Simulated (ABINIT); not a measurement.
# NaCl (Fm-3m): one start, several treatments of the self-energy, part 2 of 2

How much does the gap of NaCl (Fm-3m) depend on the approximation to the self-energy?

ABINIT 10.8.3; PBE and many-body steps on it, plane waves. Known limits of the many-body steps: not at the basis limit.

So far. Step 6 (G0W0, von der Linden-Horsch plasmon pole): Against G0W0 in ABINIT (6×6×6 mesh, 140 bands, screening to 190.5 eV, Godby-Needs plasmon pole), the gap moves by +0.273 eV. Step 7 (G0W0, Engel-Farid plasmon pole): Against G0W0 in ABINIT (6×6×6 mesh, 140 bands, screening to 190.5 eV, Godby-Needs plasmon pole), the gap moves by +0.146 eV.

The database entry behind the starting cell differs from later determinations by our own check (an axis about 0.4 % short against later determinations), so it need not match the best structure at ambient conditions.

### Step 8. One-shot Hartree-Fock

This step: one-shot Hartree-Fock on PBE, plane waves, norm-conserving pseudopotentials.

File run.abi:

```
acell 3*1.0 Angstrom
rprim 
  0.000000000000 2.810000000000 2.810000000000
  2.810000000000 0.000000000000 2.810000000000
  2.810000000000 2.810000000000 0.000000000000
ntypat 2
znucl 11 17
natom 2
typat 1 2
xred 
  0.000000000000 0.000000000000 0.000000000000
  0.500000000000 0.500000000000 0.500000000000
pp_dirpath "pseudos"
pseudos "Na.upf, Cl.upf"
ecut 38
ngkpt 6 6 6
nshiftk 1
shiftk 0 0 0
kptopt 1
chksymbreak 0
istwfk *1
occopt 1
irdwfk 1
optdriver 4
nband 12
gwcalctyp 5
ecutsigx 38
symsigma 1
nkptgw 1
kptgw 
  0.0000000000 0.0000000000 0.0000000000
bdgw 
  6 12
ixc_sigma 40
fftgw 31
indata_prefix "in"
outdata_prefix "out"
tmpdata_prefix "tmp"
```

Launch:

```
$ OMP_NUM_THREADS=1 mpirun -n 8 abinit run.abi > log
```

What it wrote:

```text
.Version 10.8.3 of ABINIT. v10.8.2 released Aug 2026.

 Symmetries : space group Fm -3 m (#225); Bravais cF (face-center cubic)
[... echo of the input left out ...]
== DATASET  1 ==================================================================
-   mpi_nproc: 8, omp_nthreads: 1 (-1 if OMP is not activated)

--- !DatasetInfo
iteration_state: {dtset: 1, }
dimensions: {natom: 2, nkpt: 16, mband: 12, nsppol: 1, nspinor: 1, nspden: 1, mpw: 3383, }
cutoff_energies: {ecut:  38.0, pawecutdg:  -1.0, }
[...]
10  10.523  -8.377  -3.612   0.000   1.000   0.000  -3.612   4.765  15.288
       11  10.523  -8.377  -3.612   0.000   1.000   0.000  -3.612   4.765  15.288
       12  10.523  -8.377  -3.612   0.000   1.000   0.000  -3.612   4.765  15.288

== END DATASET(S) ==============================================================
================================================================================

 -outvars: echo values of variables after computation  --------
           etotal      0.0000000000E+00
            nband          12
             nkpt          16
          spgroup         225
 [... the other variables as echoed above ...]

 Calculation completed.
```

The job ended after 4.2 s (8 MPI ranks of Arm Neoverse N1, shared host; peak memory 0.96 GiB).

This step gave:

| Property | Result |
| --- | --- |
| quasiparticle gap on the points computed | 13.59 eV |
| starting gap on the mesh | 5.150 eV |
| k of the valence top | 0, 0, 0 |
| k of the conduction bottom | 0, 0, 0 |
| least direct quasiparticle gap on the computed points | 13.59 eV |

Against G0W0 in ABINIT (6×6×6 mesh, 140 bands, screening to 190.5 eV, Godby-Needs plasmon pole), the gap moves by +5.514 eV.

### Step 9. Screening, 6×6×6 mesh, 140 bands, screening to 190.5 eV

This step: RPA screening on PBE, plane waves, norm-conserving pseudopotentials.

run.abi: that of step 8 with these lines changed.

```diff
@@ -23,14 +23,14 @@
 irdwfk 1
-optdriver 4
-nband 12
-gwcalctyp 5
-ecutsigx 38
-symsigma 1
-nkptgw 1
-kptgw 
-  0.0000000000 0.0000000000 0.0000000000
-bdgw 
-  6 12
-ixc_sigma 40
-fftgw 31
+optdriver 3
+nband 140
+ecuteps 7
+inclvkb 2
+awtr 1
+symchi 1
+gwcalctyp 2
+nfreqre 16
+freqremax 40 eV
+nfreqim 8
+spmeth 1
+nomegasf 120
 indata_prefix "in"
```

What it wrote:

```text
.Version 10.8.3 of ABINIT. v10.8.2 released Aug 2026.

 Symmetries : space group Fm -3 m (#225); Bravais cF (face-center cubic)
[... echo of the input left out ...]
== DATASET  1 ==================================================================
-   mpi_nproc: 8, omp_nthreads: 1 (-1 if OMP is not activated)

--- !DatasetInfo
iteration_state: {dtset: 1, }
dimensions: {natom: 2, nkpt: 16, mband: 140, nsppol: 1, nspinor: 1, nspden: 1, mpw: 3383, }
cutoff_energies: {ecut:  38.0, pawecutdg:  -1.0, }
electrons: {nelect:   1.60000000E+01, charge:   0.00000000E+00, occopt:   1.00000000E+00, tsmear:   1.00000000E-02, }

 SCREENING: Calculation of the susceptibility and dielectric matrices

 Based on a program developped by R.W. Godby, V. Olevano, G. Onida, and L. Reining.
 Incorporated in ABINIT by V. Olevano, G.-M. Rignanese, and M. Torrent.
.Using double precision arithmetic ; gwpc =  8

[... cell and pseudopotentials left out ...]
--------------------------------------------------------------------------------

 ==== K-mesh for the wavefunctions ====
 Number of points in the irreducible wedge :    16
[... list of points left out ...]
 Together with 48 symmetry operations and time-reversal symmetry
 yields   216 points in the full Brillouin Zone.

 ==== Q-mesh for the screening function ====
 Number of points in the irreducible wedge :    16
[... list of points left out ...]
 Together with 48 symmetry operations and time-reversal symmetry
 yields   216 points in the full Brillouin Zone.

 setmesh: FFT mesh size selected  =    30x   30x   30
          total number of points  =        27000

 vcoul_init : cutoff-mode = AUXILIARY_FUNCTION
 q-points for optical limit:   1
     1)      0.000010    0.000020    0.000030

- screening: taking advantage of time-reversal symmetry
- Maximum band index for partially occupied states nbvw = 8
- Remaining bands to be divided among processors   nbcw = 132
- Number of bands treated by each node ~16

 Number of electrons calculated from density =   16.0000; Expected =   16.0000
 average of density, n =  0.053429
 r_s =    1.6471
 omega_plasma =   22.2968 [eV]

 calculating chi0 at frequencies [eV] :
  1    0.000000E+00    0.000000E+00
  2    2.666667E+00    0.000000E+00
  3    5.333333E+00    0.000000E+00
[...]
23    0.000000E+00    5.678611E+01
 24    0.000000E+00    7.995545E+01

--------------------------------------------------------------------------------
  q-point number  1        q = ( 0.000000, 0.000000, 0.000000) [r.l.u.]
--------------------------------------------------------------------------------
[... chi0 elements left out ...]
  [... further frequencies ...]

 No. of calculated frequencies >  15, stop printing
 For q-point:  0.000010 0.000020 0.000030
  dielectric constant =   2.3618
  dielectric constant without local fields =   2.7794

  Average fulfillment of the sum rule on Im[epsilon] for q-point    1 :     70.09  [%]
[... wings left out ...]
  q-point number  2        q = ( 0.166667, 0.000000, 0.000000) [r.l.u.]
--------------------------------------------------------------------------------
[... chi0 elements left out ...]
  [... further frequencies ...]

 No. of calculated frequencies >  15, stop printing
  Average fulfillment of the sum rule on Im[epsilon] for q-point    2 :     79.15  [%]

 [... 14 further q-points ...]
```

Wall time 7.9 min (8 MPI ranks); peak memory 3 GiB; 63 min of CPU time.

This step gave:

* ε∞ with local fields, on this mesh, along the program's q direction: 2.362
* the same without local fields: 2.779
* plasma frequency: 22.30 eV
* plane waves in the screening matrix: 259

### Step 10. G0W0, contour deformation

This step: G0W0 on PBE, plane waves, norm-conserving pseudopotentials.

run.abi: that of step 9 with these lines changed.

```diff
@@ -23,14 +23,14 @@
 irdwfk 1
-optdriver 3
+optdriver 4
 nband 140
+gwcalctyp 2
+ecutsigx 38
+symsigma 1
+nkptgw 1
+kptgw 
+  0.0000000000 0.0000000000 0.0000000000
+bdgw 
+  6 12
 ecuteps 7
-inclvkb 2
-awtr 1
-symchi 1
-gwcalctyp 2
-nfreqre 16
-freqremax 40 eV
-nfreqim 8
-spmeth 1
-nomegasf 120
+irdscr 1
 indata_prefix "in"
```

What it wrote:

```text
.Version 10.8.3 of ABINIT. v10.8.2 released Aug 2026.

 Symmetries : space group Fm -3 m (#225); Bravais cF (face-center cubic)
[... echo of the input left out ...]
== DATASET  1 ==================================================================
-   mpi_nproc: 8, omp_nthreads: 1 (-1 if OMP is not activated)

--- !DatasetInfo
iteration_state: {dtset: 1, }
dimensions: {natom: 2, nkpt: 16, mband: 140, nsppol: 1, nspinor: 1, nspden: 1, mpw: 3383, }
cutoff_energies: {ecut:  38.0, pawecutdg:  -1.0, }
[...]
7  -0.539 -14.493 -18.976   1.806   0.794  -0.259 -16.619  -2.126  -2.664
[...]
12  10.523  -8.377  -3.612  -3.315   0.843  -0.187  -7.156   1.222  11.745
       12   0.000   0.000   0.000  -0.004   0.000   0.000  -0.003  -0.003  -0.003

== END DATASET(S) ==============================================================
================================================================================

 -outvars: echo values of variables after computation  --------
           etotal      0.0000000000E+00
            nband         140
             nkpt          16
          spgroup         225
 [... the other variables as echoed above ...]

 Calculation completed.
```

Elapsed: 13 s, on 8 MPI ranks; peak memory 2.8 GiB; 1.7 min of CPU time.

Numbers from this step:

- G0W0 gap on the points computed: 8.047 eV
- starting gap on the mesh: 5.150 eV
- k of the valence top: 0, 0, 0
- k of the conduction bottom: 0, 0, 0
- least direct G0W0 gap on the computed points: 8.047 eV

Against G0W0 in ABINIT (6×6×6 mesh, 140 bands, screening to 190.5 eV, Godby-Needs plasmon pole), the gap moves by −0.033 eV.

### Step 11. Screening, 6×6×6 mesh, 140 bands, screening to 190.5 eV

This step: RPA screening on PBE, plane waves, norm-conserving pseudopotentials.

run.abi: that of step 10 with these lines changed.

```diff
@@ -23,14 +23,11 @@
 irdwfk 1
-optdriver 4
+optdriver 3
 nband 140
-gwcalctyp 2
-ecutsigx 38
-symsigma 1
-nkptgw 1
-kptgw 
-  0.0000000000 0.0000000000 0.0000000000
-bdgw 
-  6 12
 ecuteps 7
-irdscr 1
+inclvkb 2
+awtr 1
+symchi 1
+gwcalctyp 1
+nfreqre 0
+nfreqim 16
 indata_prefix "in"
```

What it wrote:

```text
.Version 10.8.3 of ABINIT. v10.8.2 released Aug 2026.

 Symmetries : space group Fm -3 m (#225); Bravais cF (face-center cubic)
[... echo of the input left out ...]
== DATASET  1 ==================================================================
-   mpi_nproc: 8, omp_nthreads: 1 (-1 if OMP is not activated)

--- !DatasetInfo
iteration_state: {dtset: 1, }
dimensions: {natom: 2, nkpt: 16, mband: 140, nsppol: 1, nspinor: 1, nspden: 1, mpw: 3383, }
cutoff_energies: {ecut:  38.0, pawecutdg:  -1.0, }
[...]
No. of calculated frequencies >  15, stop printing
 For q-point:  0.000010 0.000020 0.000030
  dielectric constant =   2.3511
  dielectric constant without local fields =   2.7652

  Average fulfillment of the sum rule on Im[epsilon] for q-point    1 :     70.09  [%]
[... wings left out ...]
  q-point number  2        q = ( 0.166667, 0.000000, 0.000000) [r.l.u.]
--------------------------------------------------------------------------------
[... chi0 elements left out ...]
  [... further frequencies ...]

 No. of calculated frequencies >  15, stop printing
  Average fulfillment of the sum rule on Im[epsilon] for q-point    2 :     79.14  [%]

 [... 14 further q-points ...]
```

Elapsed: 15 min, on 8 MPI ranks; peak memory 2.5 GiB; 2 h of CPU time.

This step gave:

```yaml
eps_infinity_with_local_fields_on_this_mesh_along_the_program_s_q_direction: 2.351
the_same_without_local_fields: 2.765
plasma_frequency: 22.30 eV
plane_waves_in_the_screening_matrix: 259
```

### Step 12. G0W0, analytic continuation

This step: G0W0 on PBE, plane waves, norm-conserving pseudopotentials.

run.abi: that of step 11 with these lines changed.

```diff
@@ -23,11 +23,16 @@
 irdwfk 1
-optdriver 3
+optdriver 4
 nband 140
+gwcalctyp 1
+ecutsigx 38
+symsigma 1
+nkptgw 1
+kptgw 
+  0.0000000000 0.0000000000 0.0000000000
+bdgw 
+  6 12
 ecuteps 7
-inclvkb 2
-awtr 1
-symchi 1
-gwcalctyp 1
-nfreqre 0
-nfreqim 16
+irdscr 1
+nomegasi 12
+omegasimax 25 eV
 indata_prefix "in"
```

What it wrote:

```text
.Version 10.8.3 of ABINIT. v10.8.2 released Aug 2026.

 Symmetries : space group Fm -3 m (#225); Bravais cF (face-center cubic)
[... echo of the input left out ...]
== DATASET  1 ==================================================================
-   mpi_nproc: 8, omp_nthreads: 1 (-1 if OMP is not activated)

--- !DatasetInfo
iteration_state: {dtset: 1, }
dimensions: {natom: 2, nkpt: 16, mband: 140, nsppol: 1, nspinor: 1, nspden: 1, mpw: 3383, }
cutoff_energies: {ecut:  38.0, pawecutdg:  -1.0, }
[...]
7  -2.575 -14.493 -18.976   1.750   0.791  -0.264 -16.588  -2.095  -4.670
[...]
12   8.487  -8.377  -3.612  -3.325   0.854  -0.171  -7.158   1.219   9.706
       12   0.000   0.000   0.000  -0.065  -0.017  -0.023  -0.082  -0.082  -0.082

== END DATASET(S) ==============================================================
================================================================================

 -outvars: echo values of variables after computation  --------
           etotal      0.0000000000E+00
            nband         140
             nkpt          16
          spgroup         225
 [... the other variables as echoed above ...]

 Calculation completed.
```

It took 12 s on 8 MPI ranks; peak memory 2.2 GiB; 94 s of CPU time.

Numbers from this step:

* G0W0 gap on the points computed: 7.994 eV
* starting gap on the mesh: 5.150 eV
* k of the valence top: 0, 0, 0
* k of the conduction bottom: 0, 0, 0
* least direct G0W0 gap on the computed points: 7.994 eV

Against G0W0 in ABINIT (6×6×6 mesh, 140 bands, screening to 190.5 eV, Godby-Needs plasmon pole), the gap moves by −0.086 eV.

### Step 13. The runs together

Times are wall times on 8 MPI ranks of Arm Neoverse N1, shared host, good to a factor of about two. A run's time includes the screening step that it read.

```csv
run,mesh,bands,screening cutoff (eV),DFT gap (eV),gap on the mesh (eV),direct (eV),ε∞ used,time
"G0W0, Godby-Needs plasmon pole",6×6×6,140,190.5,5.150,8.080,8.080,2.35,4.7 min
"G0W0, Hybertsen-Louie plasmon pole",6×6×6,140,190.5,5.150,8.183,8.183,2.35,4.7 min
"G0W0, von der Linden-Horsch plasmon pole",6×6×6,140,190.5,5.150,8.353,8.353,2.35,4.6 min
"G0W0, Engel-Farid plasmon pole",6×6×6,140,190.5,5.150,8.226,8.226,2.35,4.6 min
one-shot Hartree-Fock,6×6×6,-,-,5.150,13.594,13.594,-,4.2 s
"G0W0, contour deformation",6×6×6,140,190.5,5.150,8.047,8.047,2.36,8.1 min
"G0W0, analytic continuation",6×6×6,140,190.5,5.150,7.994,7.994,2.35,15 min
```

### Step 14. What came out

| Quantity | Value |
| --- | --- |
| G0W0, Godby-Needs plasmon pole | 8.080 eV |
| G0W0, Hybertsen-Louie plasmon pole | 8.183 eV |
| G0W0, von der Linden-Horsch plasmon pole | 8.353 eV |
| G0W0, Engel-Farid plasmon pole | 8.226 eV |
| one-shot Hartree-Fock | 13.594 eV |
| G0W0, contour deformation | 8.047 eV |
| G0W0, analytic continuation | 7.994 eV |
| known limits | not at the basis limit |

What this shows: G0W0, Hybertsen-Louie plasmon pole: +0.103 eV against G0W0, Godby-Needs plasmon pole. G0W0, von der Linden-Horsch plasmon pole: +0.273 eV against G0W0, Godby-Needs plasmon pole. G0W0, Engel-Farid plasmon pole: +0.146 eV against G0W0, Godby-Needs plasmon pole. One-shot Hartree-Fock: +5.514 eV against G0W0, Godby-Needs plasmon pole. G0W0, contour deformation: −0.033 eV against G0W0, Godby-Needs plasmon pole. G0W0, analytic continuation: −0.086 eV against G0W0, Godby-Needs plasmon pole. Bare exchange alone opens the gap to 13.59 eV; against G0W0, correlation takes back 5.51 eV. Bands and cutoff are finite, so the gap is not at the basis limit. The miss can reach some tenths of an eV and take either sign; the mesh is an error of its own. In the G0W0 runs levels were corrected at 1 k point alone, so a gap called «on the mesh» is the least over those, and an edge elsewhere would be missed.

[Paths, hosts, dates, memory and timing lines, banners, echoed tables and standing remarks are left out of the program output.]

[Logs are printed without paths, hosts, clocks, repeated set-up lines and the standing remarks that a program may print on its own settings, such as how far it seeks lower states.]

[Runs of the session that timed out or met a known fault of the program may be left out.]

[Hosts, paths, dates, database ids (printed as entryN), source tags and the programs' standing remarks are cut or masked in the printed files.]

[G0W0 gaps are taken among the corrected bands and points alone; a level outside them can change the order at an edge.]

[Where Ansatz stands beside ABINIT at settings called matched, ABINIT's density can come from a denser mesh and the files from another edition; pairs whose starting gaps differed by over 0.03 eV were left out, so agreement reads better than it is.]
